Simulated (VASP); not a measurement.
# Er (Fm-3m) in VASP: further runs, part 2 of 2

VASP 6.6.1. The steps go on from the part before.

**5. Single point, PBE, collinear spin, ferromagnetic start**

Input file INCAR:

```
SYSTEM = Er
PREC     = Accurate       ! precision mode
ENCUT    = 700            ! plane-wave cutoff, eV
EDIFF    = 1E-6           ! SCF threshold, eV
ISMEAR   = 0              ! smearing method
SIGMA    = 0.2            ! smearing width, eV
LREAL    = .False.        ! projectors in reciprocal space
LASPH    = .True.         ! aspherical terms in the spheres
NELM     = 100            ! most SCF steps
ALGO     = Normal         ! electronic algorithm
ISIF     = 2              ! what is computed and relaxed
LWAVE    = .False.        ! write WAVECAR
LCHARG   = .False.        ! write CHGCAR
ISPIN    = 2              ! spin polarisation
MAGMOM   = 3              ! initial moments
LORBIT   = 11             ! projections on sites
LMAXMIX  = 6              ! l up to which the mixer works
GGA      = PE             ! functional
ADDGRID  = .False.
```

Input file KPOINTS:

```
Automatic mesh
0
Gamma
  4 4 4
  0 0 0
```

Input file POSCAR:

```
Er
1.0
    0.0000000000      2.4798434248      2.4798434248
    2.4798434248      0.0000000000      2.4798434248
    2.4798434248      2.4798434248      0.0000000000
Er
1
Direct
    0.0000000000      0.0000000000      0.0000000000
```

Potentials or basis: VASP PAW PBE potentials, release 64 (Er_3), 4f in core.

The run is started by

```console
cat potpaw_PBE.64/Er_3/POTCAR > POTCAR
mpirun -np 1 vasp_std > vasp.out
```

OUTCAR:

```text
SYSTEM = Er
   PREC = Accurate
   ENCUT = 700
   EDIFF = 1E-6
   ISMEAR = 0
   LREAL = .False.
   LASPH = .True.
   NELM = 100
   ISIF = 2
   ISPIN = 2
   LORBIT = 11
   GGA = PE

 Found      8 irreducible k-points:

 Following reciprocal coordinates:
            Coordinates               Weight
  0.000000  0.000000  0.000000      1.000000
  0.250000  0.000000  0.000000      8.000000
  0.500000  0.000000  0.000000      4.000000
  0.250000  0.250000  0.000000      6.000000
  0.500000  0.250000  0.000000     24.000000
 -0.250000  0.250000  0.000000     12.000000
   k-points           NKPTS =      8   k-points in BZ     NKDIM =      8   number of bands    NBANDS=     10
   number of dos      NEDOS =    301   number of ions     NIONS =      1
   total plane-waves  NPLWV =  27000
   dimension x,y,z NGX =    30 NGY =   30 NGZ =   30
   dimension x,y,z NGXF=    60 NGYF=   60 NGZF=   60
   ions per type =               1
   NGX,Y,Z   is equivalent  to a cutoff of  14.22, 14.22, 14.22 a.u.
   NGXF,Y,Z  is equivalent  to a cutoff of  28.44, 28.44, 28.44 a.u.
 SYSTEM =  Er
   PREC   = accura    normal or accurate (medium, high low for compatibility)
   ISTART =      0    job   : 0-new  1-cont  2-samecut
   ICHARG =      2    charge: 1-file 2-atom 10-const
   ISPIN  =      2    spin polarized calculation?
   LNONCOLLINEAR =      F non collinear calculations
   LSORBIT =      F    spin-orbit coupling
[... 153 lines left out ...]
      7       5.0783      0.00000
      8       7.4257      0.00000
      9       7.4257      0.00000
     10      12.6301      0.00000
[... 53 lines left out ...]
 k-point     6 :      -0.2500    0.2500    0.0000
  band No.  band energies     occupation
      1     -21.7599      1.00000
      2     -21.5795      1.00000
      3     -21.4086      1.00000
      4       1.0745      1.00000
      5       3.4323      0.06363
      6       3.7432      0.00010
      7       5.9778      0.00000
      8       7.0859      0.00000
      9       9.8340      0.00000
     10      12.3896      0.00000

 [... further k-points ...]
[... 5 lines left out ...]
  --------------------------------------------------------------------------------------
  -------------------------------------------------------------------------------------
  Total        0.1738430      0.1738430      0.1738430      0.0000000     -0.0000000      0.0000000
  in kB        9.1319837      9.1319837      9.1319837      0.0000000     -0.0000000      0.0000000
  external PRESSURE =       9.1319837 kB  Pullay stress =       0.0000000 kB

 VOLUME and BASIS-vectors are now :
 -----------------------------------------------------------------------------
  energy-cutoff  :      700.00
  volume of cell :       30.50
      direct lattice vectors                 reciprocal lattice vectors
     0.000000000  2.479843425  2.479843425    -0.201625633  0.201625633  0.201625633
     2.479843425  0.000000000  2.479843425     0.201625633 -0.201625633  0.201625633
     2.479843425  2.479843425  0.000000000     0.201625633  0.201625633 -0.201625633

 POSITION                                       TOTAL-FORCE (eV/Angst)
 -----------------------------------------------------------------------------------
      0.00000      0.00000      0.00000        -0.000000     -0.000000      0.000000
 -----------------------------------------------------------------------------------
    total drift:                               -0.000000     -0.000000      0.000000

  FREE ENERGIE OF THE ION-ELECTRON SYSTEM (eV)
  ---------------------------------------------------
  free  energy   TOTEN  =        -4.4687793235 eV

  energy  without entropy=       -4.4390979403  energy(sigma->0) =       -4.45393863

 total charge

# of ion       s       p       d       tot
------------------------------------------
    1        0.510   6.544   1.078   8.132

 magnetization (x)

# of ion       s       p       d       tot
------------------------------------------
    1       -0.000  -0.000  -0.001  -0.001
```

OSZICAR:

```text
N       E                     dE             d eps       ncg     rms          rms(c)
DAV:   1     0.181959482144E+02    0.18196E+02   -0.53734E+03   446   0.113E+03
DAV:   2    -0.276886598478E+01   -0.20965E+02   -0.20266E+02   472   0.270E+02
DAV:   3    -0.354734169579E+01   -0.77848E+00   -0.71242E+00   518   0.606E+01
DAV:   4    -0.355490115998E+01   -0.75595E-02   -0.75095E-02   558   0.281E+00
DAV:   5    -0.355493238309E+01   -0.31223E-04   -0.31214E-04   482   0.132E-01    0.210E+01
DAV:   6    -0.438209548838E+01   -0.82716E+00   -0.31754E-01   502   0.478E+00    0.140E+01
DAV:   7    -0.445294286842E+01   -0.70847E-01   -0.56386E-02   506   0.231E+00    0.738E+00
DAV:   8    -0.445928430950E+01   -0.63414E-02   -0.11283E-01   490   0.261E+00    0.108E+00
DAV:   9    -0.446845048843E+01   -0.91662E-02   -0.80284E-03   506   0.106E+00    0.469E-01
DAV:  10    -0.446858063524E+01   -0.13015E-03   -0.11983E-03   476   0.222E-01    0.960E-02
DAV:  11    -0.446871368901E+01   -0.13305E-03   -0.27157E-04   468   0.102E-01    0.393E-02
DAV:  12    -0.446875692668E+01   -0.43238E-04   -0.10367E-04   446   0.491E-02    0.151E-02
DAV:  13    -0.446876631649E+01   -0.93898E-05   -0.19585E-05   480   0.258E-02    0.248E-02
DAV:  14    -0.446877498415E+01   -0.86677E-05   -0.22514E-05   446   0.222E-02    0.997E-03
DAV:  15    -0.446877844072E+01   -0.34566E-05   -0.14105E-05   470   0.175E-02    0.759E-03
DAV:  16    -0.446877932345E+01   -0.88274E-06   -0.30638E-06   414   0.828E-03
   1 F= -.44687793E+01 E0= -.44539386E+01  d E =-.296814E-01  mag=    -0.0004
```

stdout:

```text
POSCAR found type information on POSCAR Er
 POSCAR found :  1 types and       1 ions
 scaLAPACK will be used
 LDA part: xc-table for (Slater+PW92), standard interpolation
 POSCAR, INCAR and KPOINTS ok, starting setup
 FFT: planning ... GRIDC
 FFT: planning ... GRID_SOFT
 FFT: planning ... GRID
 WAVECAR not read
 entering main loop
```

It took 10 s on 1 thread of Intel Xeon 6975P-C (Granite Rapids), shared host; peak memory 0.19 GiB.

The run converged, but some of its settings lie outside the range that counts as converged, so its numbers aren't taken as properties of the crystal.

Results:

| Property | Result |
| --- | --- |
| Free energy | -4.4688 eV |
| Pressure | 0.9 GPa |
| Band gap on the k mesh | none (metal or under the smearing width) |
| Net moment | 0.00 μB per cell |
| Valence electrons inside the program's atomic spheres | Er 8.13 |

Caveat: the k mesh is coarse (spacing up to 0.55 Å⁻¹), so the values aren't converged; the magnetic or orbital state may not be the lowest; spin-orbit coupling is left out, which moves the levels of the heavy elements; the 4f electrons are frozen in the core as for a trivalent ion, so they carry no moment and show no levels.

**6. Single point, PBE, collinear spin, ferromagnetic start**

INCAR is that of step 5.

KPOINTS is that of step 5.

Input file POSCAR:

```
Er
1.0
   -0.0089250000      2.4571370000      2.4791170000
    2.4542050000     -0.0023290000      2.4725200000
    2.4870360000      2.4833720000     -0.0351600000
Er
1
Direct
   -0.0043710000     -0.0077920000     -0.0181410000
```

Potentials or basis: VASP PAW PBE potentials, release 64 (Er_3), 4f in core.

The run is started by

```console
cat potpaw_PBE.64/Er_3/POTCAR > POTCAR
mpirun -np 1 vasp_std > vasp.out
```

Run time: 21 s. Hardware: 1 thread of Intel Xeon 6975P-C (Granite Rapids), shared host; peak memory 0.2 GiB.

These settings aren't checked as converged: the numbers below hold their error.

What came out:

- Free energy: -4.4668 eV
- Pressure: 0.9 GPa
- Band gap on the k mesh: none (metal or under the smearing width)
- Net moment: 0.00 μB per cell
- Valence electrons inside the program's atomic spheres: Er 8.13

Caveat: the k mesh is coarse (spacing up to 0.55 Å⁻¹), so the values aren't converged; the magnetic or orbital state may not be the lowest; spin-orbit coupling is left out, which moves the levels of the heavy elements; the 4f electrons are frozen in the core as for a trivalent ion, so they carry no moment and show no levels.
